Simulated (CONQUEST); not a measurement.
# Pt (P-1) in CONQUEST: convergence with k mesh

Aim: find how far k mesh must go before the results for Pt settle, at LDA. This setting moves, with any that are tied to it; all else stays.

All numbers are computed with CONQUEST 1.3; they aren't measurements. Logs are shortened: lines on timing, memory, paths and dates and some standing lists are left out, and cuts for length are marked.

## 1. The cell of the first run

The typed cell holds 2 atoms: a = 2.773 Å, b = 2.773 Å, c = 3.922 Å, α = 90.00°, β = 90.00°, γ = 90.00°.

The cell isn't the ideal one: atoms moved at random.

## 2. With k mesh 2 × 2 × 1

The input, Conquest_input:

```
IO.Title Pt
IO.Coordinates coords.dat
IO.FractionalAtomicCoords T
IO.Iprint 2
IO.Iprint_init 1
General.NumberOfSpecies 1
General.PseudopotentialType hamann
AtomMove.TypeOfRun static
AtomMove.FullStress T
Grid.GridCutoff 120
DM.SolutionMethod diagon
Diag.MPMesh T
Diag.GammaCentred T
Diag.MPMeshX 2
Diag.MPMeshY 2
Diag.MPMeshZ 1
Diag.kT 0.00183747
minE.SCTolerance 1e-6
SC.MaxIters 100
IO.AtomChargeOutput T
%block ChemicalSpeciesLabel
1 195.080 Pt
%endblock
```

The input, coords.dat:

```
    5.2404588045     0.0000000000     0.0000000000
    0.0000000000     5.2404588045     0.0000000000
    0.0000000000     0.0000000000     7.4111279156
2
 -0.0008440000  -0.0162020000  -0.0014230000 1 T T T
  0.4882140000   0.5135350000   0.4842440000 1 T T T
```

Potentials or basis: PseudoDojo NC LDA, SZP, grid cutoff 120 Ha.

Launch:

```bash
$ OMP_NUM_THREADS=1 Conquest
```

Standard output:

```text
Simulation cell dimensions:     5.2405 a0 x     5.2405 a0 x     7.4111 a0

      Atomic coordinates (a0)
         Atom         X         Y         Z  Species
            1    5.2360    5.1556    7.4006        1
            2    2.5585    2.6912    3.5888        1

         Monkhorst-Pack mesh:   2 x   2 x   1 gamma-centred
        This calculation includes non-local pseudopotentials,
         with a maximum core radius of      7.20632768

    Job title: Pt
    Job to be run: static calculation

    Ground state search:
      Support functions represented with PAO basis
      1:1 PAO to SF mapping
      Non-spin-polarised electrons
      Solving for the K matrix using diagonalisation
      Using Fermi-Dirac smearing

    Integration grid size:     32 x   32 x   40

    Integration grid spacing:  0.164 a0 x 0.164 a0 x 0.185 a0

    Number of species:  1
    --------------------------------------------------------
    |   #  mass (au)  Charge (e)  SF Rad (a0)  NSF  Label  |
    --------------------------------------------------------
    |   1    195.080      18.000        7.411   13  Pt     |
    --------------------------------------------------------
          SCF tolerance:                 0.00000100
          SCF iterations:               100

    LibXC version:  6. 2. 2
    Using the LDA functional Slater exchange
    Using the LDA functional Perdew & Wang

           radial cut-off to be used is taken to be max PAO cut-off radius for this species:    7.206328

           greatest ang. mom. for making density from PAOs:  2
    Minimum blocs/proc is      640. Maximum blocs/proc is      640
    set_atom_dens: In set_atomic_density, electrons :      36.000000000000
 matrix_size & matrix_size_padH =           26          26

    Screened ion int: energy:    -202.581280311278 Ha

    new_SC_potl: Starting.  Tolerance:  0.10000E-05

    PulayMixSC: Starting Pulay mixing, A_up =  0.500 A_dn =  0.500
    PulayMixSC: Spin non-polarised calculation.
          Harris-Foulkes Energy            :      -261.217510281607588 Ha
          GroundState Energy (E-(1/2)TS)   :      -261.218755639145570 Ha
          Free Energy (E-TS)               :      -261.220000996683495 Ha
          DFT Total Energy                 :      -261.211857117132070 Ha
          Total number of electrons        :        35.999999999999950
    PulayMixSC: Pulay iteration     1 residual:              0.27507E-02
          Harris-Foulkes Energy            :      -261.214555044291501 Ha
          GroundState Energy (E-(1/2)TS)   :      -261.215625573249781 Ha
          Free Energy (E-TS)               :      -261.216696102208005 Ha
          DFT Total Energy                 :      -261.214000288522413 Ha
          Total number of electrons        :        36.000010889262150
    PulayMixSC: Pulay iteration     2 residual:              0.89540E-03
          Harris-Foulkes Energy            :      -261.214087551323757 Ha
          GroundState Energy (E-(1/2)TS)   :      -261.215159641210391 Ha
          Free Energy (E-TS)               :      -261.216231731097025 Ha
          DFT Total Energy                 :      -261.214037390094347 Ha
          Total number of electrons        :        36.000015830594108
    PulayMixSC: Pulay iteration     3 residual:              0.27710E-03
          Harris-Foulkes Energy            :      -261.214052196059470 Ha
          GroundState Energy (E-(1/2)TS)   :      -261.215119340454919 Ha
          Free Energy (E-TS)               :      -261.216186484850425 Ha
          DFT Total Energy                 :      -261.214048896972713 Ha
          Total number of electrons        :        36.000018328669839
    PulayMixSC: Pulay iteration     4 residual:              0.49075E-04
          Harris-Foulkes Energy            :      -261.214051802974495 Ha
          GroundState Energy (E-(1/2)TS)   :      -261.215118421364423 Ha
          Free Energy (E-TS)               :      -261.216185039754350 Ha
          DFT Total Energy                 :      -261.214051396761079 Ha
          Total number of electrons        :        36.000019018357648
    PulayMixSC: Pulay iteration     5 residual:              0.17254E-04
          Harris-Foulkes Energy            :      -261.214051636765078 Ha
          GroundState Energy (E-(1/2)TS)   :      -261.215118237151501 Ha
          Free Energy (E-TS)               :      -261.216184837537924 Ha
          DFT Total Energy                 :      -261.214051628976335 Ha
          Total number of electrons        :        36.000019309919040
    PulayMixSC: Pulay iteration     6 residual:              0.27686E-05
          Harris-Foulkes Energy            :      -261.214051879306112 Ha
          GroundState Energy (E-(1/2)TS)   :      -261.215118389100326 Ha
          Free Energy (E-TS)               :      -261.216184898894483 Ha
          DFT Total Energy                 :      -261.214051877363090 Ha
          Total number of electrons        :        36.000019329867463
    PulayMixSC: Pulay iteration     7 residual:              0.93365E-06
    PulayMixSC: Reached SCF tolerance of  0.93365E-06 after      7 iterations
      | Number of electrons      =        36.000019
      |* band energy as 2Tr[K.H] =       -45.800451015979441 Ha
      |  screened ion-ion energy =      -202.581280311278078 Ha
      |  Ha correction           =         0.275242660734820 Ha
      |  XC correction           =       -13.107564154219197 Ha
      | GS Energy as E-(1/2)TS   =      -261.215118389100326 Ha
      | Free Energy as E-TS      =      -261.216184898894483 Ha
      |* Harris-Foulkes energy   =      -261.214051879306112 Ha
      |* DFT total energy        =      -261.214051877363090 Ha
      |  estimated accuracy      =        -0.000000001943022 Ha

    force: Forces on atoms (Ha/a0)
    force:  Atom   X              Y              Z
    force:     1   0.0044283773  -0.0178750253  -0.0163364113
    force:     2  -0.0041893831   0.0176912391   0.0160856271

    force: Maximum force :        0.01787503(Ha/a0) on atom         1 in y direction
    force: Force Residual:        0.02444671 Ha/a0
    force: Total stress:        -57.54598747     1.07924458    -0.48277159 GPa
                             1.07924458   -57.48016409     1.36763747
                            -0.48277159     1.36763747   -21.13575110
    force: Average pressure:     45.38730088 GPa

    force: Finished force
    get_E_and_F: Change in energy during last step of electronic optimisation: -0.24254E-06

    BIBLIOGRAPHY: Please consider citing the following references in the conquest.bib file

    CONQUEST:         Bowler2002pt, Miyazaki2004, Nakata2020
    Basis:            Bowler2019
    DM:               Bowler:2006xr
    Pseudopotentials: Hamann2013, Bowler2019
    XC references from LibXC:
      P. A. M. Dirac.,  Math. Proc. Cambridge Philos. Soc. 26, 376 (1930)
```

Wall time 16 s (1 thread of Intel Xeon at 2.60GHz (Ice Lake), shared host); peak memory 0.37 GiB.

Results:

* Free energy: -7108.0545 eV
* Pressure: 45.4 GPa
* Largest force: 1.266 eV/Å
* Band gap on the k mesh: none (metal or under the smearing width)

## 3. With k mesh 2 × 2 × 2

Conquest_input, as its differences from that of step 2:

```diff
@@ -15,3 +15,3 @@
 Diag.MPMeshY 2
-Diag.MPMeshZ 1
+Diag.MPMeshZ 2
 Diag.kT 0.00183747
```

coords.dat is that of step 2.

Potentials or basis: PseudoDojo NC LDA, SZP, grid cutoff 120 Ha.

Launch:

```bash
$ OMP_NUM_THREADS=1 Conquest
```

It took 16 s on 1 thread of Intel Xeon at 2.60GHz (Ice Lake), shared host; peak memory 0.37 GiB.

What came out:

```
Free energy            : -7108.2431 eV
Pressure               : 20.8 GPa
Largest force          : 1.446 eV/Å
Band gap on the k mesh : none (metal or under the smearing width)
```

## 4. With k mesh 3 × 3 × 3

Conquest_input, as its differences from that of step 3:

```diff
@@ -13,5 +13,5 @@
 Diag.GammaCentred T
-Diag.MPMeshX 2
-Diag.MPMeshY 2
-Diag.MPMeshZ 2
+Diag.MPMeshX 3
+Diag.MPMeshY 3
+Diag.MPMeshZ 3
 Diag.kT 0.00183747
```

coords.dat is that of step 3.

Launch:

```bash
$ OMP_NUM_THREADS=1 Conquest
```

Run time: 16 s. Hardware: 1 thread of Intel Xeon at 2.60GHz (Ice Lake), shared host; peak memory 0.37 GiB.

Results:

- Free energy: -7111.2753 eV
- Pressure: 3.5 GPa
- Largest force: 1.122 eV/Å
- Band gap on the k mesh: none (metal or under the smearing width)

## 5. With k mesh 4 × 4 × 3

Conquest_input, as its differences from that of step 4:

```diff
@@ -13,4 +13,4 @@
 Diag.GammaCentred T
-Diag.MPMeshX 3
-Diag.MPMeshY 3
+Diag.MPMeshX 4
+Diag.MPMeshY 4
 Diag.MPMeshZ 3
```

coords.dat is that of step 4.

Launch:

```bash
$ OMP_NUM_THREADS=1 Conquest
```

Wall time 17 s (1 thread of Intel Xeon at 2.60GHz (Ice Lake), shared host); peak memory 0.37 GiB.

What came out:

- Free energy: -7111.5233 eV
- Pressure: 3.4 GPa
- Largest force: 1.266 eV/Å
- Band gap on the k mesh: none (metal or under the smearing width)

## 6. With k mesh 6 × 6 × 4

Conquest_input, as its differences from that of step 5:

```diff
@@ -13,5 +13,5 @@
 Diag.GammaCentred T
-Diag.MPMeshX 4
-Diag.MPMeshY 4
-Diag.MPMeshZ 3
+Diag.MPMeshX 6
+Diag.MPMeshY 6
+Diag.MPMeshZ 4
 Diag.kT 0.00183747
```

coords.dat is that of step 5.

Potentials or basis: PseudoDojo NC LDA, SZP, grid cutoff 120 Ha.

Launch:

```bash
$ OMP_NUM_THREADS=1 Conquest
```

It took 22 s on 1 thread of Intel Xeon at 2.60GHz (Ice Lake), shared host; peak memory 0.37 GiB.

It converged, with:

```
Free energy            : -7111.3489 eV
Pressure               : 3.3 GPa
Largest force          : 1.149 eV/Å
Band gap on the k mesh : none (metal or under the smearing width)
```

## 7. With k mesh 7 × 7 × 5

Conquest_input, as its differences from that of step 6:

```diff
@@ -13,5 +13,5 @@
 Diag.GammaCentred T
-Diag.MPMeshX 6
-Diag.MPMeshY 6
-Diag.MPMeshZ 4
+Diag.MPMeshX 7
+Diag.MPMeshY 7
+Diag.MPMeshZ 5
 Diag.kT 0.00183747
```

coords.dat is that of step 6.

Launch:

```bash
$ OMP_NUM_THREADS=1 Conquest
```

Run time: 24 s. Hardware: 1 thread of Intel Xeon at 2.60GHz (Ice Lake), shared host; peak memory 0.37 GiB.

It converged, with:

```yaml
Free_energy: -7111.2927 eV
Pressure: 4.3 GPa
Largest_force: 1.095 eV/Å
Band_gap_on_the_k_mesh: none (metal or under the smearing width)
```

## 8. With k mesh 8 × 8 × 6

Conquest_input, as its differences from that of step 7:

```diff
@@ -13,5 +13,5 @@
 Diag.GammaCentred T
-Diag.MPMeshX 7
-Diag.MPMeshY 7
-Diag.MPMeshZ 5
+Diag.MPMeshX 8
+Diag.MPMeshY 8
+Diag.MPMeshZ 6
 Diag.kT 0.00183747
```

coords.dat is that of step 7.

Launch:

```bash
$ OMP_NUM_THREADS=1 Conquest
```

It took 35 s on 1 thread of Intel Xeon at 2.60GHz (Ice Lake), shared host; peak memory 0.37 GiB.

The run converged. Its results:

- Free energy: -7111.2843 eV
- Pressure: 4.2 GPa
- Largest force: 1.095 eV/Å
- Band gap on the k mesh: none (metal or under the smearing width)

## 9. With k mesh 10 × 10 × 7

Conquest_input, as its differences from that of step 8:

```diff
@@ -13,5 +13,5 @@
 Diag.GammaCentred T
-Diag.MPMeshX 8
-Diag.MPMeshY 8
-Diag.MPMeshZ 6
+Diag.MPMeshX 10
+Diag.MPMeshY 10
+Diag.MPMeshZ 7
 Diag.kT 0.00183747
```

coords.dat is that of step 8.

Potentials or basis: PseudoDojo NC LDA, SZP, grid cutoff 120 Ha.

Launch:

```bash
$ OMP_NUM_THREADS=1 Conquest
```

Run time: 47 s. Hardware: 1 thread of Intel Xeon at 2.60GHz (Ice Lake), shared host; peak memory 0.37 GiB.

Results (log left out):

| Quantity | Value |
| --- | --- |
| Free energy | -7111.2992 eV |
| Pressure | 4.1 GPa |
| Largest force | 1.106 eV/Å |
| Band gap on the k mesh | none (metal or under the smearing width) |

## 10. With k mesh 12 × 12 × 9

Conquest_input, as its differences from that of step 9:

```diff
@@ -13,5 +13,5 @@
 Diag.GammaCentred T
-Diag.MPMeshX 10
-Diag.MPMeshY 10
-Diag.MPMeshZ 7
+Diag.MPMeshX 12
+Diag.MPMeshY 12
+Diag.MPMeshZ 9
 Diag.kT 0.00183747
```

coords.dat is that of step 9.

Launch:

```bash
$ OMP_NUM_THREADS=1 Conquest
```

It took 75 s on 1 thread of Intel Xeon at 2.60GHz (Ice Lake), shared host; peak memory 0.37 GiB.

The run converged. Its results:

```
Free energy            : -7111.3119 eV
Pressure               : 4.1 GPa
Largest force          : 1.099 eV/Å
Band gap on the k mesh : none (metal or under the smearing width)
```

## 11. With k mesh 14 × 14 × 10

Conquest_input, as its differences from that of step 10:

```diff
@@ -13,5 +13,5 @@
 Diag.GammaCentred T
-Diag.MPMeshX 12
-Diag.MPMeshY 12
-Diag.MPMeshZ 9
+Diag.MPMeshX 14
+Diag.MPMeshY 14
+Diag.MPMeshZ 10
 Diag.kT 0.00183747
```

coords.dat is that of step 10.

Launch:

```bash
$ OMP_NUM_THREADS=1 Conquest
```

It took 1.9 min on 1 thread of Intel Xeon at 2.60GHz (Ice Lake), shared host; peak memory 0.37 GiB.

The run converged. Its results:

```yaml
Free_energy: -7111.3121 eV
Pressure: 4.0 GPa
Largest_force: 1.118 eV/Å
Band_gap_on_the_k_mesh: none (metal or under the smearing width)
```

## 12. The series at a glance

```tsv
k mesh	energy less the tightest run, at zero smearing (meV/atom)	pressure (GPa)	largest force (eV/Å)	SCF cycles	CPU time (s)	peak memory (GiB)
2 × 2 × 1	1635.79	45.39	1.266	7	16	0.37
2 × 2 × 2	1540.61	20.75	1.446	9	16	0.37
3 × 3 × 3	19.68	3.52	1.122	7	16	0.37
4 × 4 × 3	-106.38	3.36	1.266	7	17	0.37
6 × 6 × 4	-16.88	3.28	1.149	7	22	0.37
7 × 7 × 5	9.98	4.35	1.095	7	24	0.37
8 × 8 × 6	15.73	4.19	1.095	7	35	0.37
10 × 10 × 7	6.07	4.11	1.106	7	47	0.37
12 × 12 × 9	0.34	4.13	1.099	7	75	0.37
14 × 14 × 10	0.00	4.03	1.118	7	110	0.37
```

Against the tightest run, the energy stays within 1 meV/atom from 12 × 12 × 9 on. Not settled before the last step: the pressure (to 0.1 GPa), the largest force (to 0.005 eV/Å). Meshes of other sizes hit other points, so gaps and Fermi surfaces needn't settle smoothly. The tightest run that finished is the yardstick and may itself not be fully converged.

Caveats: the atomic basis is small; the basis of atomic orbitals isn't converged, which shifts pressures, moduli and gaps.
